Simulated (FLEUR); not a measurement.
# Fe3Ge under changes of volume

One of the cells (11.889 Å³/atom); the others are scaled copies at fixed shape and fractional positions:

```xyz
4
Lattice="0.0000 2.8756 2.8756 2.8756 0.0000 2.8756 2.8756 2.8756 0.0000" Properties=species:S:1:pos:R:3 pbc="T T T"
Ge    0.0000    0.0000    0.0000
Fe    4.3134    4.3134    4.3134
Fe    1.4378    1.4378    1.4378
Fe    2.8756    2.8756    2.8756
```

The cell comes from a database or a generator and needn't be the stable form of this composition.

| Property | Result |
| --- | --- |
| Program | FLEUR MaX-R8.1 (later development tree) |
| Functional | r2SCAN |
| Potentials or basis | all-electron |
| Basis | FLAPW |
| Kmax | 4.64 1/bohr |
| k mesh | 8 × 8 × 8 |
| Occupations | fermi-dirac, width 0.05 eV |
| Spin | collinear spin, ferromagnetic start |
| Starting moments | [0.0, 3.0, 3.0, 3.0] μB |

| volume (Å³/atom) | energy over the lowest point (meV/atom) | moment (μB per cell) |
| --- | --- | --- |
| 11.176 | 24.00 | 6.72 |
| 11.414 | ? | ? |
| 11.889 | 0.00 | 7.08 |
| 12.365 | 10.76 | 7.36 |
| 12.602 | 20.87 | 7.55 |

Problem. What does the run at 11.414 Å³/atom give?

Solution. Energy over the lowest point 9.87 meV/atom; moment 6.89 μB per cell.

Worked out: A Birch-Murnaghan fit of order 2 (a polynomial in V^(-2/3)) to the other rows has its minimum at 11.88 Å³/atom with B0 = V·E''(V) = 166 GPa. It gives 10.24 meV/atom at 11.414 Å³/atom, against the run's 9.87. A parabola through the other rows of the moment, of slope 0.465 μB per Å³/atom there, gives 6.83 μB, against the run's 6.89.

Energies are extrapolated to zero smearing.

Caveats: the meta-GGA is that of a development version, with a GGA for the radial functions and cores and without core tails.
